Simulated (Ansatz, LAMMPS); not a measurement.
# N in place of O at several sites of amorphous Al2O3 at 2.75 g/cm^3 (90 atoms): runs compared

Aim: make N in place of O at several sites of amorphous Al2O3 at 2.75 g/cm^3 (90 atoms), relax each, and compare their energies.

Computed with Ansatz 0.2.0: Kohn-Sham DFT, PBE, PAW (set soft_2), plane waves.

## Step 1: The cell as built

The cell holds 90 atoms: 36 Al and 54 O. Its edges and angles: a = 10.355 Å, b = 10.355 Å, c = 10.355 Å, α = 90.0°, β = 90.0°, γ = 90.0°. 90 atoms (36 Al, 54 O) placed at random at 2.75 g/cm³, melted at 5000 K for 10 ps at fixed volume with the Morse and Coulomb pair potential with partial charges (Pedone, Malavasi, Menziani, Cormack and Segre, J. Phys. Chem. B 110, 11780 (2006)). Quenched from 5000 K to 300 K at 50 K/ps and fixed volume, held 5 ps, then minimised at fixed cell.

Limits known from the start: The quench rate of 50 K/ps is many orders above laboratory rates, so the cell is likely richer in defects and strain than a real sample. The starting topology of bonds comes from the classical model, and needn't be the one that DFT or experiment would give. Sampling is at Γ alone, for a cell whose shortest periodic width is 10 Å.

## Step 2: The reference run

The reference is a single point at the end of the relaxation.

Every defect cell starts from the geometry of this run and is relaxed in the fixed cell.

Its input, with most atom lines left out:

```yaml
crystal:
  lattice:
    - [10.3547, 0.0, 0.0]
    - [0.0, 10.3547, 0.0]
    - [0.0, 0.0, 10.3547]
  atoms:
    - { symbol: Al, position: [0.95838, 0.78869, 0.24048] }
    - { symbol: Al, position: [0.36751, 0.17846, 0.20887] }
    - { symbol: Al, position: [0.60804, 0.10217, 0.32383] }
    - { symbol: Al, position: [0.64779, 0.1495, 0.63023] }
    - { symbol: Al, position: [0.52521, 0.83301, 0.38997] }
    - { symbol: Al, position: [0.23906, 0.15153, 0.79125] }
    - { symbol: Al, position: [0.22774, 0.75101, 0.7222] }
    [... atom lines 8 to 90 left out ...]
kpoints:
  mp_grid: { grid: [1, 1, 1] }
hamiltonian:
  xc: pbe
scf:
  occupations: { method: fermi_dirac, width: 0.025 }
output:
  forces: true
  stress: true
  populations: true
  dos:
    method: { smearing: { sigma: 0.08 } }
    de: 0.1
    projected: { site_lists: { Al: [Al], O: [O] } }
  eigenvalues: true
  write_density: true
  write_potential: true
  volumetric_format: npy
```

| Quantity | Value |
| --- | --- |
| free energy per atom | -556.8278 eV/atom |
| r.m.s. force component | 0.00775 eV/Å |
| pressure | -3.252 GPa |

Filled and empty levels are parted by 3.28 eV (at Γ alone); a semilocal functional tends to put such gaps too low. In a disordered cell it changes from sample to sample, and tail or defect levels can set it.

## Step 3: The runs

Each row is one run, on 4 threads of AMD EPYC 9B14 (Zen 4), shared host. The free energy is the program's total, comparable only between runs with the same functional, potentials and atoms.

```
                                 run  atoms    outcome  ionic steps, all passes  free energy (eV)     time  host memory (GiB)
           Single point at the start     90  converged                        -        -50112.947    7.2 s                1.3
                          Relaxation     90  converged                        5        -50114.506     21 s                1.3
Single point at the relaxed geometry     90  converged                        -        -50114.506    8.8 s                1.3
          N on a site of O, site O37     90  converged                       11        -49928.049  2.4 min                2.1
          N on a site of O, site O71     90  converged                       16        -49928.784  3.1 min                2.2
          N on a site of O, site O74     90  converged                        7        -49928.397     81 s                2.1
          N on a site of O, site O54     90  converged                       18        -49928.468  3.4 min                2.1
          N on a site of O, site O44     90  converged                        7        -49928.665     79 s                2.1
          N on a site of O, site O83     90  converged                       17        -49928.691  3.6 min                2.1
          N on a site of O, site O73     90  converged                        4        -49928.825     46 s                2.1
          N on a site of O, site O60     90  converged                        7        -49928.388     79 s                2.1
          N on a site of O, site O81     90  converged                       12        -49928.377  2.3 min                2.1
```

Local excerpt of 12 atoms (numbers count through the whole input) about site O73, the cheapest one, after relaxation; x, y, z are measured from there.

```
atom      x      y      z  distance (Å)  bonds  moment (μB)
 N73   0.02  -0.07  -0.02          0.07      3         0.51
Al11   1.34   1.17   0.47          1.84      4         0.00
Al29  -1.79   0.12   0.56          1.87      4         0.00
Al28   0.59  -1.81  -0.58          1.99      5         0.00
 O89   0.54  -2.35   1.12          2.66      2         0.15
 O74   0.66  -0.90  -2.53          2.77      3         0.03
 O58   0.69   1.93   1.98          2.85      3         0.00
 O77   2.83   0.17   0.55          2.89      3         0.00
 O45  -1.66   0.32   2.38          2.91      3         0.01
 O47  -2.63   1.29  -0.38          2.96      2         0.01
 O90  -2.59  -1.52   0.47          3.04      3         0.00
 O85  -0.84  -2.61  -1.45          3.11      3         0.00
```

The column of bonds counts only the pairs O-Al within 2.38 Å, Al-N within 2.33 Å; other neighbours, such as metal atoms beside each other in a compound, aren't counted, and periodic images can show an atom twice.

## Step 4: The sites compared

All these cells hold the same atoms, so their energies can be compared with no chemical potential.

```
site  neighbours  mean distance (Å)  atoms within 6 Å  energy over the best site (eV)  before relaxation (eV)  gain on relaxing (eV)  moment (μB)
 O73         Al3               1.87                72                            0.00                    0.00                   0.16          1.0
 O71         Al3               1.86                75                            0.04                    0.22                   0.34          1.0
 O83         Al2               1.75                77                            0.13                    0.50                   0.53          1.0
 O44         Al3               1.87                67                            0.16                    0.19                   0.20          1.0
 O54         Al3               1.85                75                            0.36                    0.54                   0.34          1.0
 O74         Al3               1.90                69                            0.43                    0.47                   0.21          1.0
 O60         Al3               1.83                75                            0.44                    0.46                   0.18          1.0
 O81         Al3               1.81                74                            0.45                    0.47                   0.18          1.0
 O37         Al2               1.71                76                            0.78                    0.92                   0.31          1.0
```

Neighbours are those of the relaxed host within 2.38 Å (O-Al); other pairs aren't counted.

## Step 5: Findings

The cheapest site is O73 (3 neighbours, Al3); the dearest, O37 (2 neighbours, Al2), costs 0.78 eV more. By coordination the energies over the best site are 0.13 to 0.78 eV with 2 neighbours and 0.00 to 0.45 eV with 3 neighbours. Relaxation gains 0.16 to 0.53 eV and leaves the best site the same.

**Limits.** Defects are neutral and interact with their images. The reference ran with fermi-dirac smearing of 0.025 eV, but 9 of the 9 defect cells with fermi-dirac smearing of 0.025 eV, spin polarised. In a disordered cell the relaxation can also rearrange atoms far from the site. In the spin-polarised runs the search for a state of lower energy was switched off. Only 9 of the 54 O sites were tried; unless symmetry makes the others alike to these, a cheaper one may exist. A local or semilocal functional tends to spread out the unpaired spin of such defects. The pressure of -3.3 GPa says that the cell would shrink at this level of theory.

The DFT runs together took 20 min of wall time.

[Logs are printed without paths, hosts, clocks, repeated set-up lines and the standing remarks that a program may print on its own settings, such as how far it seeks lower states.]

[Hosts, paths, dates, database ids (printed as entryN), source tags and the programs' standing remarks are cut or masked in the printed files.]
